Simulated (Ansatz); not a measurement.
The cell was built from the diamond type and relaxed in the same program, and has space group Fd-3m; it needn't be a known or the stable phase.

An input for Al: DFT, PBE, PAW with Ansatz's default frozen-core files, scalar-relativistic (Ansatz 0.2.0).

```yaml
crystal:
  lattice:
    - [0.0, 3.0233479316, 3.0233479316]
    - [3.0233479316, 0.0, 3.0233479316]
    - [3.0233479316, 3.0233479316, 0.0]
  atoms:
    - { symbol: Al, position: [0.0, 0.0, 0.0] }
    - { symbol: Al, position: [0.25, 0.25, 0.25] }
kpoints:
  mp_grid: { grid: [9, 9, 9] }
  band_path:
    path:
      - [0.0, 0.0, 0.0]
      - [0.5, 0.0, 0.5]
      - [0.625, 0.25, 0.625]
      - [0.375, 0.375, 0.75]
      - [0.0, 0.0, 0.0]
      - [0.5, 0.5, 0.5]
      - [0.5, 0.25, 0.75]
      - [0.5, 0.0, 0.5]
    npoints: 8
scf:
  occupations: { method: fermi_dirac, width: 0.08 }
hamiltonian:
  xc: pbe
  pseudopotentials: { kind: paw }
output:
  forces: true
  stress: true
  eigenvalues: true
  efg: { contact_densities: true }
  populations: true
  bader: true
  dos: { projected: true, de: 0.2, e_range: [-14, 8] }
```

Set-up and iterations as logged by Ansatz (the results part is left out, to be predicted):

```
Engine: ansatz 0.2.0
Pseudopotentials: kind: paw
Pseudopotential: Al, paw, valence charge 3, recommended cutoff 420 eV (normal)
Functional definition: PBE
  parameter kappa = 0.804
  parameter beta = 0.06672455060314922
  exchange = pbe_x(kappa = kappa, mu = beta*pi^2/3)
  correlation = pbe_c(beta = beta)
Crystal: 2 atoms, lattice volume = 55.271 Å³
Basis set: ecut = 420 eV, 1067 PW (Γ), exchange–correlation on 60×60×60 points (8 copies of the dense FFT grid, shifted against one another)
Bands: 7, of which v1, the nominal top of the filled ones, is band 3 counted from 1 (2 counted from 0)
Symmetry: 48 space group operations
Space group: Fd-3m (ITA 227), of the structure as read, at distance tolerance 3.8e-5 Å
k-points: 35 of 729
Non-local potential: Al, projectors of the file, l = 0: 2, l = 1: 2, l = 2: 1
PAW form: soft (Blöchl's): semilocal exchange-correlation on the pseudo side does not see the compensation charge
PAW one-centre angular grid: Al, 110 points (default); XC on 64 Gauss nodes
Initial density: superposition of atomic densities (neutral atoms: chi_scale 0, normalization atom), corrected by the library's trained network
Initial wavefunctions: pseudopotential atomic-orbital guess
Functional: x = pbe(κ = 0.804, μ = 0.2195149727645171), c = pbe(β = 0.06672455060314922)
SCF iter   1: F=—  HF=-1073.526228 eV  |F-HF|=—  |Δ(HF+E_count)|=         —  Δρ=9.39e-4  dr2=3.88e-4  ethr=1.77e-3  ⟨swp⟩=5.6  Hψ=2236  notcnv=0
SCF iter   2: F=—  HF=-1073.526814 eV  |F-HF|=—  |Δ(HF+E_count)|=   5.86e-4  Δρ=6.19e-4  dr2=1.81e-4  ethr=6.47e-6  ⟨swp⟩=2.6  Hψ=601  notcnv=0
SCF iter   3: F=—  HF=-1073.527353 eV  |F-HF|=—  |Δ(HF+E_count)|=   5.39e-4  Δρ=6.29e-5  dr2=4.31e-6  ethr=3.01e-6  ⟨swp⟩=2.1  Hψ=346  notcnv=0
SCF iter   4: F=—  HF=-1073.527362 eV  |F-HF|=—  |Δ(HF+E_count)|=   8.43e-6  Δρ=3.12e-5  dr2=8.77e-7  ethr=7.18e-8  ⟨swp⟩=2.0  Hψ=345  notcnv=0
iter 5 did not close the SCF: its close was put off for the readings that it lacked (scf_convergence_deferred on its scf_iter line)
SCF iter   5: F=-1073.527361 eV  HF=-1073.527361 eV  |F-HF|=8.49e-9  |Δ(HF+E_count)|=   2.14e-7  Δρ=6.83e-6  dr2=3.47e-8  ethr=1.46e-8  ⟨swp⟩=1.3  Hψ=258  notcnv=0
SCF iter   6: F=-1073.527361 eV  HF=-1073.527361 eV  |F-HF|=5.46e-11  |Δ(HF+E_count)|=   5.12e-9  Δρ=1.88e-7  dr2=1.32e-11  ethr=5.79e-10  ⟨swp⟩=2.0  Hψ=777  notcnv=0
```

Q: What pressure will this run report?

A: 0.00 GPa (positive in compression).

Q: Is there a band gap?

A: none: bands cross the Fermi level, a metal.
